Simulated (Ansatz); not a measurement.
**SnSe: from a first guess to the relaxed zincblende type**

First guess:

```
CELL_PARAMETERS angstrom
0.00000 3.05467 3.05467
3.05467 0.00000 3.05467
3.05467 3.05467 0.00000
ATOMIC_POSITIONS crystal
Sn 0.00000 0.00000 0.00000
Se 0.25000 0.25000 0.25000
```

Method: DFT, PBE, PAW with Ansatz's default frozen-core files, scalar-relativistic (Ansatz 0.2.0).

Cell and atoms relax within the symmetry of the start on a 12×12×12 k mesh with 0.05 eV Fermi–Dirac smearing.

The start is built from a prototype, known or not as a phase of this compound; the cutoff is 420 eV.

Spin–orbit coupling is left out, though it moves levels of the heavy atoms by tenths of an eV or more.

Question: What is the pressure of the first guess?

Answer: 15.88 GPa.

Question: What does it relax to?

Answer: a = 6.778 Å, b = 6.778 Å, c = 6.778 Å, α = 90.00°, β = 90.00°, γ = 90.00° (conventional cell), 38.92 Å³ per atom:
```cif
data_structure
_symmetry_space_group_name_H-M 'F-43m'
_symmetry_Int_Tables_number 216
_cell_length_a 6.7778
_cell_length_b 6.7778
_cell_length_c 6.7778
_cell_angle_alpha 90.000
_cell_angle_beta 90.000
_cell_angle_gamma 90.000
_cell_volume 311.37
loop_
_atom_site_label
_atom_site_type_symbol
_atom_site_symmetry_multiplicity
_atom_site_Wyckoff_symbol
_atom_site_fract_x
_atom_site_fract_y
_atom_site_fract_z
_atom_site_occupancy
Sn1 Sn 4 a 0.00000 0.00000 0.00000 1
Se1 Se 4 d 0.25000 0.25000 0.75000 1
```

Question: How much energy does the relaxation release?

Answer: 409 meV/atom.
